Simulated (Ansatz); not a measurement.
# CuO: strain energy, fitted

CuO, Cccm, a = 4.085 Å, b = 4.101 Å, c = 5.092 Å. This isn't the usual stable structure of the compound. Ansatz: PBEsol, PAW, 420 eV, Γ-centred 10×10×8 mesh on 8 atoms, Gaussian smearing 0.10 eV; no spin polarisation. Series: biaxial strain in the a-b plane, c and atoms relaxed; x is the strain in per cent. y is the free energy over the unstrained cell, V0 = 10.663 Å³/atom.

```
x (%) y (meV/atom)
 -4.0             ?
 -2.0          5.28
  0.0          0.00
  2.0          5.18
  4.0         20.51
```

Fit y = c2 x² + c3 x³ to the other rows, turn c2 into a modulus, and predict the missing energy.

Least squares on the rows shown. y = 1.3074 x² − 0.0063720 x³. In eV per unit strain² c2 is 13.07; M is the biaxial modulus (E = M V0 ε²): 13.07 × 160.2 / (10.663) = 196 GPa. At x = -4.0 the fit asked for gives 21.33 meV/atom. The run gave 21.45 meV/atom, so the fit is 0.12 meV/atom too low, a small miss on the scale of the series. The form still works here, 33 % of the fitted range beyond its end.

Spin polarisation was left out, and a magnetic state may lie lower.